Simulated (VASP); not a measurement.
# BP (Pm-3m) in VASP: a series of runs

Aim: see how the results for BP move with the level of theory and the settings. Levels: HSE06, PBEsol. Tasks: single point.

Everything below comes from runs of VASP 6.6.1. Logs are shortened: lines on timing, memory, paths and dates and some standing lists are left out, and cuts for length are marked.

### Step 1. The crystal as given

The structure is cubic, space group Pm-3m (No. 221). Conventional cell: a = 2.708 Å, b = 2.708 Å, c = 2.708 Å, α = 90.00°, β = 90.00°, γ = 90.00°. B (site symmetry m-3m) has 8 P at 2.35 Å as nearest neighbours. P (site symmetry m-3m) has 8 B at 2.35 Å as nearest neighbours.

The cell was built by a generator and needn't be a form met in nature.

### Step 2. Single point, HSE06

File POSCAR:

```
BP
1.0
    2.7080526412      0.0000000000      0.0000000000
    0.0000000000      2.7080526412      0.0000000000
    0.0000000000      0.0000000000      2.7080526412
B P
1 1
Direct
    0.0000000000      0.0000000000      0.0000000000
    0.5000000000      0.5000000000      0.5000000000
```

File INCAR.step1:

```
  ALGO = Normal
  EDIFF = 1E-5
  ENCUT = 520
  GGA = PE
  ISIF = 2
  ISMEAR = -1
  LASPH = True
  LCHARG = False
  LREAL = False
  LWAVE = True
  NBANDS = 11
  NELM = 60
  PREC = Accurate
  SIGMA = 0.02
```

File INCAR.step2:

```
  ALGO = Normal
  EDIFF = 1E-6
  ENCUT = 520
  GGA = PE
  HFSCREEN = 0.2079
  ISIF = 2
  ISMEAR = -1
  ISTART = 1
  LASPH = True
  LCHARG = False
  LHFCALC = True
  LREAL = False
  LWAVE = False
  NBANDS = 11
  NELM = 60
  PREC = Accurate
  PRECFOCK = Normal
  SIGMA = 0.02
```

File KPOINTS:

```
k-points
0
Gamma
  4 4 4
```

Potentials or basis: VASP PAW PBE potentials, release 64 (B, P).

On the command line:

```bash
cat potpaw_PBE.64/B/POTCAR potpaw_PBE.64/P/POTCAR > POTCAR
cp INCAR.step1 INCAR
mpirun -np 1 vasp_std > vasp.out
cp INCAR.step2 INCAR
mpirun -np 1 vasp_std > vasp.out
```

OUTCAR:

```text
EDIFF = 1E-6
   ENCUT = 520
   GGA = PE
   HFSCREEN = 0.2079
   ISIF = 2
   ISMEAR = -1
   ISTART = 1
   LASPH = True
   LHFCALC = True
   LREAL = False
   NELM = 60
   PREC = Accurate
   PRECFOCK = Normal

 ion  position               nearest neighbor table
   1  0.000  0.000  0.000-   2 2.35   2 2.35   2 2.35   2 2.35   2 2.35   2 2.35   2 2.35   2 2.35

   2  0.500  0.500  0.500-   1 2.35   1 2.35   1 2.35   1 2.35   1 2.35   1 2.35   1 2.35   1 2.35

  LATTYP: Found a simple cubic cell.
 ALAT       =     2.7080526412

  Lattice vectors:

 A1 = (   2.7080526412,   0.0000000000,   0.0000000000)
 A2 = (   0.0000000000,   2.7080526412,   0.0000000000)
 A3 = (   0.0000000000,   0.0000000000,   2.7080526412)

Analysis of symmetry for initial positions (statically):
=====================================================================
 Subroutine PRICEL returns:
 Original cell was already a primitive cell.

 Routine SETGRP: Setting up the symmetry group for a
 simple cubic supercell.

 Subroutine GETGRP returns: Found 48 space group operations
 (whereof 48 operations were pure point group operations)
 out of a pool of 48 trial point group operations.

The static configuration has the point symmetry O_h .

Analysis of symmetry for dynamics (positions and initial velocities):
=====================================================================
 Subroutine PRICEL returns:
 Original cell was already a primitive cell.

 Routine SETGRP: Setting up the symmetry group for a
 simple cubic supercell.

 Subroutine GETGRP returns: Found 48 space group operations
 (whereof 48 operations were pure point group operations)
 out of a pool of 48 trial point group operations.

The dynamic configuration has the point symmetry O_h .

 Subroutine INISYM returns: Found 48 space group operations
 (whereof 48 operations are pure point group operations),
 and found     1 'primitive' translations

----------------------------------------------------------------------------------------

                                     Primitive cell

  volume of cell :      19.8596

  direct lattice vectors                    reciprocal lattice vectors
     2.708052641  0.000000000  0.000000000     0.369269040  0.000000000  0.000000000
     0.000000000  2.708052641  0.000000000     0.000000000  0.369269040  0.000000000
     0.000000000  0.000000000  2.708052641     0.000000000  0.000000000  0.369269040

  length of vectors
     2.708052641  2.708052641  2.708052641     0.369269040  0.369269040  0.369269040

  position of ions in fractional coordinates (direct lattice)
     0.000000000  0.000000000  0.000000000
     0.500000000  0.500000000  0.500000000

  ion indices of the primitive-cell ions
   primitive index   ion index
                 1           1
                 2           2

----------------------------------------------------------------------------------------

 KPOINTS: k-points

Automatic generation of k-mesh.
 Grid dimensions read from file:
 generate k-points for:    4    4    4

 Generating k-lattice:

  Cartesian coordinates                     Fractional coordinates (reciprocal lattice)
     0.092317260  0.000000000  0.000000000     0.250000000  0.000000000  0.000000000
     0.000000000  0.092317260  0.000000000     0.000000000  0.250000000  0.000000000
     0.000000000  0.000000000  0.092317260     0.000000000  0.000000000  0.250000000

  Length of vectors
     0.092317260  0.092317260  0.092317260

  Shift w.r.t. Gamma in fractional coordinates (k-lattice)
     0.000000000  0.000000000  0.000000000

 Subroutine IBZKPT returns following result:
 ===========================================

 Found     10 irreducible k-points:

 Following reciprocal coordinates:
            Coordinates               Weight
  0.000000  0.000000  0.000000      1.000000
  0.250000  0.000000  0.000000      6.000000
  0.500000  0.000000  0.000000      3.000000
  0.250000  0.250000  0.000000     12.000000
  0.500000  0.250000  0.000000     12.000000
  0.500000  0.500000  0.000000      3.000000
  0.250000  0.250000  0.250000      8.000000
  0.500000  0.250000  0.250000     12.000000
  0.500000  0.500000  0.250000      6.000000
  0.500000  0.500000  0.500000      1.000000
   k-points           NKPTS =     10   k-points in BZ     NKDIM =     64   number of bands    NBANDS=     11
   number of dos      NEDOS =    301   number of ions     NIONS =      2
   total plane-waves  NPLWV =   8000
   dimension x,y,z NGX =    20 NGY =   20 NGZ =   20
   dimension x,y,z NGXF=    40 NGYF=   40 NGZF=   40
   ions per type =               1   1
   NGX,Y,Z   is equivalent  to a cutoff of  12.28, 12.28, 12.28 a.u.
   NGXF,Y,Z  is equivalent  to a cutoff of  24.56, 24.56, 24.56 a.u.
 SYSTEM =  unknown system
   PREC   = accura    normal or accurate (medium, high low for compatibility)
   ISTART =      1    job   : 0-new  1-cont  2-samecut
   ICHARG =      0    charge: 1-file 2-atom 10-const
   ISPIN  =      1    spin polarized calculation?
   LNONCOLLINEAR =      F non collinear calculations
   LSORBIT =      F    spin-orbit coupling
   LASPH  =      T    aspherical Exc in radial PAW
   ENCUT  =  520.0 eV  38.22 Ry    6.18 a.u.   5.04  5.04  5.04*2*pi/ulx,y,z
   NELM   =     60;   NELMIN=  2; NELMDL=  0     # of ELM steps
   EDIFF  = 0.1E-05   stopping-criterion for ELM
   LREAL  =      F    real-space projection
   EDIFFG = 0.1E-04   stopping-criterion for IOM
   NSW    =      0    number of steps for IOM
   IBRION =     -1    ionic relax: 0-MD 1-quasi-New 2-CG
   NFREE  =      0    steps in history (QN), initial steepest desc. (CG)
   ISIF   =      2    stress and relaxation
   ISYM   =      3    0-nonsym 1-usesym 2-fastsym
   POTIM  = 0.5000    time-step for ionic-motion
   TEBEG  =    0.0;   TEEND  =   0.0 temperature during run
   PSTRESS=    0.0 pullay stress
   NELECT =       8.0000    total number of electrons
   NUPDOWN=      -1.0000    fix difference up-down
   EMIN   =  10.00;   EMAX   =-10.00  energy-range for DOS
   EFERMI =   0.00;   METHOD = LEGACY
   ISMEAR =    -1;   SIGMA  =   0.02  broadening in eV -4-tet -1-fermi 0-gaus
   EFERMI_NEDOS =   21; number of points for ismear=-14 and -15
   IALGO  =     38    algorithm
   IMIX   =      1    mixing-type and parameters
     AMIX     =   0.40;   BMIX     =  1.00
     AMIX_MAG =   1.60;   BMIX_MAG =  1.00
  volume/ion in A,a.u.               =       9.93        67.01
  Fermi-wavevector in a.u.,A,eV,Ry     =   1.209060  2.284791 19.889340  1.461825
  Thomas-Fermi vector in A             =   2.344649
   LORBIT       =      0    0 simple, 1 ext, 2 COOP (PROOUT), +10 PAW based schemes
   GGA     = PE    functional components
   LHFCALC =     T    Hartree Fock is set to
   PRECFOCK=normal    Normal, Fast or Accurate (Low or Medium for compatibility)
   ENCUT4O =  -1.0   cutoff for four orbital integrals eV
   NKREDX  =     1    reduce k-point grid by
   NKREDY  =     1    reduce k-point grid by
   NKREDZ  =     1    reduce k-point grid by
   AEXX    =    0.2500 exact exchange contribution
   HFSCREEN=    0.2079 screening length (either q_TF or 0.3 A-1)
   HFSCREENC=   0.2079 screening length for correlation (either q_TF or 0.3 A-1)
   ENCUTFOCK=  -1.0 apply spherical cutoff to Coloumb kernel
   IVDW    =     0    specifies the selected vdW correction
   LEPSILON=     F    determine dielectric tensor
   LRPA    =     F    only Hartree local field effects (RPA)
 non-spin polarized calculation
  energy-cutoff  :      520.00
  volume of cell :       19.86
 maximum number of plane-waves:       554
  NGX = 16; NGY = 16; NGZ = 16

 number of electron       7.9999998 magnetization

 Free energy of the ion-electron system (eV)
  ---------------------------------------------------
  ext. energy  EPLUGINS =         0.00000000
  ---------------------------------------------------
  free energy    TOTEN  =       -10.97403567 eV

  energy without entropy =      -10.97065646  energy(sigma->0) =      -10.97234606

 E-fermi :  10.2880     XC(G=0):  -9.9404

 val. band max:        9.2870703852   @ k =   0.5000   0.2500   0.2500
 cond. band min:      10.3201516157   @ k =   0.2500   0.0000   0.0000
 fundamental gap:      1.0330812305
 Fermi energy:        10.2879859280

 k-point     1 :       0.0000    0.0000    0.0000
  band No.  band energies     occupation
      1      -9.2434      2.00000
      2       9.0251      2.00000
      3       9.0251      2.00000
      4       9.0251      2.00000
      5      12.8905      0.00000
      6      15.0080      0.00000
      7      15.0080      0.00000
      8      22.5461      0.00000
      9      22.5461      0.00000
     10      22.5461      0.00000
     11      29.4862      0.00000

 k-point     2 :       0.2500    0.0000    0.0000
  band No.  band energies     occupation
      1      -7.9970      2.00000
      2       2.4362      2.00000
      3      10.3202      0.33365
      4      10.3202      0.33301
      5      14.1908      0.00000
      6      16.1696      0.00000
      7      19.0901      0.00000
      8      19.0901      0.00000
      9      20.1079      0.00000
     10      22.8662      0.00000
     11      27.8760      0.00000

 k-point     3 :       0.5000    0.0000    0.0000
  band No.  band energies     occupation
      1      -5.1303      2.00000
      2      -2.9261      2.00000
      3      13.7028      0.00000
      4      13.7028      0.00000
      5      14.0663      0.00000
      6      14.0663      0.00000
      7      16.1527      0.00000
      8      17.2580      0.00000
      9      18.2830      0.00000
     10      23.1882      0.00000
     11      30.4663      0.00000
[... 71 lines left out ...]
 k-point     9 :       0.5000    0.5000    0.2500
  band No.  band energies     occupation
      1       0.7715      2.00000
      2       2.2457      2.00000
      3       2.2457      2.00000
      4       4.1652      2.00000
      5      11.0523      0.00000
      6      12.5815      0.00000
      7      12.7958      0.00000
      8      12.7958      0.00000
      9      29.5961      0.00000
     10      29.5961      0.00000
     11      30.2991      0.00000

 k-point    10 :       0.5000    0.5000    0.5000
  band No.  band energies     occupation
      1       3.7594      2.00000
      2       5.8443      2.00000
      3       5.8443      2.00000
      4       5.8443      2.00000
      5       6.7352      2.00000
      6       6.7352      2.00000
      7       6.7352      2.00000
      8       8.2800      2.00000
      9      32.9304      0.00000
     10      32.9304      0.00000
     11      32.9304      0.00000

------------------------ aborting loop because EDIFF is reached ----------------------------------------

  FORCE on cell =-STRESS in cart. coord.  units (eV):
  Direction    XX          YY          ZZ          XY          YZ          ZX
  --------------------------------------------------------------------------------------
  -------------------------------------------------------------------------------------
  Total       -0.7605735     -0.7605735     -0.7605735     -0.0000000     -0.0000000     -0.0000000
  in kB      -61.3593128    -61.3593128    -61.3593128     -0.0000000     -0.0000000     -0.0000000
  external PRESSURE =     -61.3593128 kB  Pullay stress =       0.0000000 kB

 VOLUME and BASIS-vectors are now :
 -----------------------------------------------------------------------------
  energy-cutoff  :      520.00
  volume of cell :       19.86
      direct lattice vectors                 reciprocal lattice vectors
     2.708052641  0.000000000  0.000000000     0.369269040  0.000000000  0.000000000
     0.000000000  2.708052641  0.000000000     0.000000000  0.369269040  0.000000000
     0.000000000  0.000000000  2.708052641     0.000000000  0.000000000  0.369269040

 POSITION                                       TOTAL-FORCE (eV/Angst)
 -----------------------------------------------------------------------------------
      0.00000      0.00000      0.00000         0.000000      0.000000      0.000000
      1.35403      1.35403      1.35403         0.000000      0.000000      0.000000
 -----------------------------------------------------------------------------------
    total drift:                                0.000014      0.000012      0.000014

  FREE ENERGIE OF THE ION-ELECTRON SYSTEM (eV)
  ---------------------------------------------------
  free  energy   TOTEN  =       -10.9740356656 eV

  energy  without entropy=      -10.9706564572  energy(sigma->0) =      -10.97234606
```

Run time: 32 s. Hardware: 1 thread of AMD EPYC 9R45 (Zen 5), shared host; peak memory 0.19 GiB.

What came out:

- Free energy: -10.9740 eV
- Pressure: -6.1 GPa
- Band gap on the k mesh: none (metal or under the smearing width)

Caveat: the k mesh is coarse (spacing up to 0.58 Å⁻¹), so the values aren't converged, least of all with exact exchange; the PAW data sets were made with another functional, which shifts forces and pressure a little.

(Continued in part 2 of 2.)
